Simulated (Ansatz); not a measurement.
# Al (Fm-3m) in Ansatz: further runs

Runs on Al. Level: revPBE. Tasks: single point, equation of state.

Program: Ansatz 0.2.0. These are calculated values, not measurements. Logs are shortened: lines on timing, memory, paths and dates and some standing lists are left out, and cuts for length are marked.

**Measured values to compare with.**

“The interpretation of polycrystalline coherent inelastic neutron scattering from aluminium”, 2013, pmc:3831299 quotes, for a bulk crystal of Al: bulk modulus 76.9 GPa.

How close the calculation comes is told below.

**1. The structure**

Symmetry: Fm-3m, No. 225, cubic system. The conventional cell has a = 4.050 Å, b = 4.050 Å, c = 4.050 Å, α = 90.00°, β = 90.00°, γ = 90.00°. Al (site symmetry m-3m) has 12 Al at 2.86 Å as nearest neighbours.

**2. Single point, revPBE, 15.61 Å³/atom (volume scaled by 0.94)**

Input file input.yaml:

```yaml
crystal:
  lattice:
    - [0.0, 1.9834708509, 1.9834708509]
    - [1.9834708509, 0.0, 1.9834708509]
    - [1.9834708509, 1.9834708509, 0.0]
  atoms:
    - { symbol: Al, position: [0.0, 0.0, 0.0] }
hamiltonian:
  xc: revpbe
  pseudopotentials: { kind: paw }
kpoints:
  mp_grid: { grid: [11, 11, 11] }
scf:
  occupations: { method: fermi_dirac, width: 0.05 }
output:
  forces: true
  stress: true
  eigenvalues: true
```

Potentials or basis: Ansatz PAW.

On the command line:

```
$ ansatz run input.yaml --threads 2 --pin off --max-ram 5120MiB --backend cpu --events-out ev --progress --plain --runs-dir out
```

Log:

```text
Warning: RAYON_NUM_THREADS=2 ignored (pool sized by the plan → 2); use --threads N
Engine: ansatz 0.2.0, aarch64-unknown-linux-gnu
Pseudopotentials: kind: paw
Pseudopotential: Al, paw, valence charge 3, recommended cutoff 420 eV (normal), Al.paw.azcp
Functional definition: revPBE
  parameter kappa = 1.245
  parameter beta = 0.06672455060314922
  exchange = pbe_x(kappa = kappa, mu = beta*pi^2/3)
  correlation = pbe_c(beta = beta)
Crystal: 1 atoms, lattice volume = 15.607 Å³
Basis set: ecut = 420 eV, 307 PW (Γ), exchange–correlation on 40×40×40 points (8 copies of the dense FFT grid, shifted against one another)
Bands: 6, of which v1, the nominal top of the filled ones, is band 2 counted from 1 (1 counted from 0)
Symmetry: 48 space group operations
Space group: Fm-3m (ITA 225), of the structure as read, at distance tolerance 2.5e-5 Å
k-points: 56 of 1331
Non-local potential: Al, projectors of the file, l = 0: 2, l = 1: 2, l = 2: 1
PAW form: soft (Blöchl's): semilocal exchange-correlation on the pseudo side does not see the compensation charge
PAW frozen core: Al, regenerated for the run's functional, and the local potential with it (the file was generated under x = pbe(κ = 0.804, μ = 0.2195149727645171), c = pbe(β = 0.06672455060314922))
PAW one-centre angular grid: Al, 110 points (default); XC on 64 Gauss nodes
Initial density: superposition of atomic densities (neutral atoms: chi_scale 0, normalization atom), corrected by the library's trained network
Initial wavefunctions: pseudopotential atomic-orbital guess
Functional: x = revpbe(κ = 1.245, μ = 0.2195149727645171), c = pbe(β = 0.06672455060314922)
SCF iter   1: F=—  HF=-539.610251 eV  |F-HF|=—  |Δ(HF+E_count)|=         —  Δρ=1.26e-3  dr2=2.03e-4  ethr=1.77e-3  ⟨swp⟩=4.8  Hψ=2890  notcnv=0
preconditioner: auto → none  [metal: Δε(μ)=0.087 eV  Ē_g=13.739 eV  σ=0.050 eV  W_gap=0.41  n_scr=0 (ndim 8)  ℏωp=16.3 eV  f_vac=0.000  D(μ)=0.51/eV (n_scr^D=0)]
SCF iter   2: F=—  HF=-539.610226 eV  |F-HF|=—  |Δ(HF+E_count)|=   2.53e-5  Δρ=6.07e-4  dr2=4.68e-5  ethr=6.77e-6  ⟨swp⟩=1.3  Hψ=800  notcnv=0
SCF iter   3: F=—  HF=-539.610243 eV  |F-HF|=—  |Δ(HF+E_count)|=   1.76e-5  Δρ=1.90e-5  dr2=5.08e-8  ethr=1.56e-6  ⟨swp⟩=1.6  Hψ=360  notcnv=0
iter 4 did not close the SCF: its close was put off for the readings that it lacked (scf_convergence_deferred on its scf_iter line)
SCF iter   4: F=-539.610243 eV  HF=-539.610243 eV  |F-HF|=2.69e-9  |Δ(HF+E_count)|=   9.86e-9  Δρ=5.78e-6  dr2=2.91e-9  ethr=1.69e-9  ⟨swp⟩=1.6  Hψ=348  notcnv=0
iter 5 did not close the SCF: its close was put off for the readings that it lacked (scf_convergence_deferred on its scf_iter line)
SCF iter   5: F=-539.610243 eV  HF=-539.610243 eV  |F-HF|=7.96e-13  |Δ(HF+E_count)|=   2.78e-9  Δρ=1.36e-7  dr2=1.80e-12  ethr=9.70e-11  ⟨swp⟩=1.7  Hψ=366  notcnv=0
SCF iter   6: F=-539.610243 eV  HF=-539.610243 eV  |F-HF|=0.00e0  |Δ(HF+E_count)|=  2.05e-12  Δρ=1.11e-8  dr2=1.09e-14  ethr=1.00e-12  ⟨swp⟩=2.0  Hψ=1113  notcnv=0
SCF 1 converged in 6 iterations: F = -539.610243 eV  dr2 = 1.09e-14
SCF converged after 6 iterations
Free energy (F): -539.610243 eV
Harris-Foulkes:  -539.610243 eV  (|F-HF|=0.00e0)
Internal energy: -539.606330 eV  (E = F + TS)
E sigma→0 (E₀):  -539.608286 eV
Entropy (-TS):   -0.003914 eV (-3.914 meV/atom)
Fermi energy:    8.612608 eV
--- Per-component energies (eV) ---
  E_band       = 12.096397
  E_kinetic    = 23.636882
  E_local      = 10.966026  (includes V_loc(G=0)·N_el)
  E_nonlocal   = 10.166302
  E_hartree    = 0.119398
  E_xc         = -40.182154
  E_vxc        = -29.367228  (∫ρ·V_xc dr)
  E_paw        = -469.406534  (= ΣΔE_a)
  E_vpaw       = -3.544379  (= ΣTr[D̂ρ^β])
  E_aug_tail   = -0.000001  (compensation charges beyond the density's cutoff)
  E_ewald      = -74.891887
  E_core_change = -0.014361  (= ΣΔE_core)
  E_smearing   = -0.003914  (= −TS)
  E_closure    = 0.000000  (closes the sum)
  Σ components = -539.610243   (vs F -539.610243, Δ=0.00e0)
--- Forces (eV/Å), atoms counted from 1 ---
  atom   1  Al     0.00000000     0.00000000     0.00000000
  max |Σ_I F_I| component: 3.85e-33 eV/Å
--- Stress (GPa, compression-positive) ---
        6.384860       0.000000       0.000000
        0.000000       6.384860       0.000000
        0.000000       0.000000       6.384860
  P = ⅓ Tr σ = 6.3849 GPa (63.849 kbar)
--- Band table (eV; the first three rows and the last of 56) ---
  k-point 0: bands = ["-2.9060", "21.4694", "21.4694", "21.4694", "23.5654", "23.5654"]
  k-point 1: bands = ["-2.6731", "18.6005", "20.9426", "20.9426", "24.0323", "24.4550"]
  k-point 2: bands = ["-1.9768", "14.8492", "20.2555", "20.2555", "23.7178", "25.1797"]
  k-point 55: bands = ["7.1299", "7.3883", "8.9341", "11.0420", "23.0266", "26.1182"]
```

It took 0.54 s on 2 threads of Arm Neoverse N1, shared host; peak memory 0.24 GiB.

Results:

```
Free energy            : -539.6102 eV
Pressure               : 6.4 GPa
Band gap on the k mesh : none (metal or under the smearing width)
```

Caveat: the PAW data sets come from PBE, with cores solved anew for the run's functional, which leaves a small shift of forces and pressure.

**3. Single point, revPBE, 15.94 Å³/atom (volume scaled by 0.96)**

Changes to input.yaml since step 2:

```diff
@@ -2,5 +2,5 @@
   lattice:
-    - [0.0, 1.9834708509, 1.9834708509]
-    - [1.9834708509, 0.0, 1.9834708509]
-    - [1.9834708509, 1.9834708509, 0.0]
+    - [0.0, 1.9974394157, 1.9974394157]
+    - [1.9974394157, 0.0, 1.9974394157]
+    - [1.9974394157, 1.9974394157, 0.0]
   atoms:
```

Potentials or basis: Ansatz PAW.

On the command line:

```
$ ansatz run input.yaml --threads 2 --pin off --max-ram 5120MiB --backend cpu --events-out ev --progress --plain --runs-dir out
```

Wall time 0.54 s (2 threads of Arm Neoverse N1, shared host); peak memory 0.24 GiB.

The run converged. Its results:

```yaml
Free_energy: -539.6213 eV
Pressure: 4.3 GPa
Band_gap_on_the_k_mesh: none (metal or under the smearing width)
```

Caveat: the PAW data sets come from PBE, with cores solved anew for the run's functional, which leaves a small shift of forces and pressure.

**4. Single point, revPBE, 16.27 Å³/atom (volume scaled by 0.98)**

Changes to input.yaml since step 3:

```diff
@@ -2,5 +2,5 @@
   lattice:
-    - [0.0, 1.9974394157, 1.9974394157]
-    - [1.9974394157, 0.0, 1.9974394157]
-    - [1.9974394157, 1.9974394157, 0.0]
+    - [0.0, 2.0112152952, 2.0112152952]
+    - [2.0112152952, 0.0, 2.0112152952]
+    - [2.0112152952, 2.0112152952, 0.0]
   atoms:
```

On the command line:

```
$ ansatz run input.yaml --threads 2 --pin off --max-ram 5120MiB --backend cpu --events-out ev --progress --plain --runs-dir out
```

Run time: 0.54 s. Hardware: 2 threads of Arm Neoverse N1, shared host; peak memory 0.24 GiB.

It converged, with:

| Property | Result |
| --- | --- |
| Free energy | -539.6282 eV |
| Pressure | 2.4 GPa |
| Band gap on the k mesh | none (metal or under the smearing width) |

Caveat: the PAW data sets come from PBE, with cores solved anew for the run's functional, which leaves a small shift of forces and pressure.

**5. Single point, revPBE, 16.60 Å³/atom**

Input file input.yaml:

```yaml
crystal:
  lattice:
    - [0.0, 2.024805, 2.024805]
    - [2.024805, 0.0, 2.024805]
    - [2.024805, 2.024805, 0.0]
  atoms:
    - { symbol: Al, position: [0.0, 0.0, 0.0] }
hamiltonian:
  xc: revpbe
  pseudopotentials: { kind: paw }
kpoints:
  mp_grid: { grid: [11, 11, 11] }
scf:
  occupations: { method: fermi_dirac, width: 0.05 }
output:
  forces: true
  stress: true
  eigenvalues: true
  write_density: true
  write_potential: true
  elf: true
  volumetric_format: npy
```

On the command line:

```
$ ansatz run input.yaml --threads 2 --pin off --max-ram 5120MiB --backend cpu --events-out ev --progress --plain --runs-dir out
```

Run time: 0.67 s. Hardware: 2 threads of Arm Neoverse N1, shared host; peak memory 0.24 GiB.

The run converged. Its results:

```
Free energy            : -539.6314 eV
Pressure               : 0.7 GPa
Band gap on the k mesh : none (metal or under the smearing width)
```

Caveat: the PAW data sets come from PBE, with cores solved anew for the run's functional, which leaves a small shift of forces and pressure.

**6. Single point, revPBE, 16.93 Å³/atom (volume scaled by 1.02)**

Input file input.yaml:

```yaml
crystal:
  lattice:
    - [0.0, 2.0382146954, 2.0382146954]
    - [2.0382146954, 0.0, 2.0382146954]
    - [2.0382146954, 2.0382146954, 0.0]
  atoms:
    - { symbol: Al, position: [0.0, 0.0, 0.0] }
hamiltonian:
  xc: revpbe
  pseudopotentials: { kind: paw }
kpoints:
  mp_grid: { grid: [11, 11, 11] }
scf:
  occupations: { method: fermi_dirac, width: 0.05 }
output:
  forces: true
  stress: true
  eigenvalues: true
```

Potentials or basis: Ansatz PAW.

On the command line:

```
$ ansatz run input.yaml --threads 2 --pin off --max-ram 5120MiB --backend cpu --events-out ev --progress --plain --runs-dir out
```

Run time: 0.53 s. Hardware: 2 threads of Arm Neoverse N1, shared host; peak memory 0.24 GiB.

The run converged. Its results:

- Free energy: -539.6312 eV
- Pressure: -0.8 GPa
- Band gap on the k mesh: none (metal or under the smearing width)

Caveat: the PAW data sets come from PBE, with cores solved anew for the run's functional, which leaves a small shift of forces and pressure.

**7. Single point, revPBE, 17.27 Å³/atom (volume scaled by 1.04)**

Input file input.yaml:

```yaml
crystal:
  lattice:
    - [0.0, 2.0514502267, 2.0514502267]
    - [2.0514502267, 0.0, 2.0514502267]
    - [2.0514502267, 2.0514502267, 0.0]
  atoms:
    - { symbol: Al, position: [0.0, 0.0, 0.0] }
hamiltonian:
  xc: revpbe
  pseudopotentials: { kind: paw }
kpoints:
  mp_grid: { grid: [11, 11, 11] }
scf:
  occupations: { method: fermi_dirac, width: 0.05 }
output:
  forces: true
  stress: true
  eigenvalues: true
  write_density: true
  write_potential: true
  elf: true
  volumetric_format: npy
```

On the command line:

```
$ ansatz run input.yaml --threads 2 --pin off --max-ram 5120MiB --backend cpu --events-out ev --progress --plain --runs-dir out
```

Run time: 0.65 s. Hardware: 2 threads of Arm Neoverse N1, shared host; peak memory 0.24 GiB.

It converged, with:

```yaml
Free_energy: -539.6280 eV
Pressure: -2.2 GPa
Band_gap_on_the_k_mesh: none (metal or under the smearing width)
```

Caveat: the PAW data sets come from PBE, with cores solved anew for the run's functional, which leaves a small shift of forces and pressure.

**8. Single point, revPBE, 17.60 Å³/atom (volume scaled by 1.06)**

Input file input.yaml:

```yaml
crystal:
  lattice:
    - [0.0, 2.0645171409, 2.0645171409]
    - [2.0645171409, 0.0, 2.0645171409]
    - [2.0645171409, 2.0645171409, 0.0]
  atoms:
    - { symbol: Al, position: [0.0, 0.0, 0.0] }
hamiltonian:
  xc: revpbe
  pseudopotentials: { kind: paw }
kpoints:
  mp_grid: { grid: [11, 11, 11] }
scf:
  occupations: { method: fermi_dirac, width: 0.05 }
output:
  forces: true
  stress: true
  eigenvalues: true
```

On the command line:

```
$ ansatz run input.yaml --threads 2 --pin off --max-ram 5120MiB --backend cpu --events-out ev --progress --plain --runs-dir out
```

It took 0.56 s on 2 threads of Arm Neoverse N1, shared host; peak memory 0.24 GiB.

It converged, with:

- Free energy: -539.6222 eV
- Pressure: -3.4 GPa
- Band gap on the k mesh: none (metal or under the smearing width)

Caveat: the PAW data sets come from PBE, with cores solved anew for the run's functional, which leaves a small shift of forces and pressure.

**9. Equation of state, revPBE**

Potentials or basis: Ansatz PAW.

No new run: the results of the series are fitted here.

Results:

| Item | Value |
| --- | --- |
| Equilibrium volume | 16.75 Å³/atom |
| Bulk modulus | 77 GPa |
| Pressure derivative of the bulk modulus | 4.4 |

Energy against volume, from the lowest point:
```csv
volume (Å³/atom),energy (meV/atom)
15.607,21.13
15.939,10.10
16.271,3.19
16.603,0.00
16.935,0.17
17.267,3.32
17.599,9.18
```

Caveat: the potentials were made for another functional, which shifts forces and pressure.

**10. Against experiment**

Step 9. A measured bulk modulus of Al is 76.9 GPa (quoted in “The interpretation of polycrystalline coherent inelastic neutron scattering from aluminium”, 2013, pmc:3831299); the calculated 77 GPa misses it by +0.7 %. The fit is for a static lattice scaled at fixed shape and fixed fractional positions. The cell as given is a measured one (16.60 Å³/atom); revPBE puts the equilibrium volume +0.9 % from it, thermal expansion not counted.
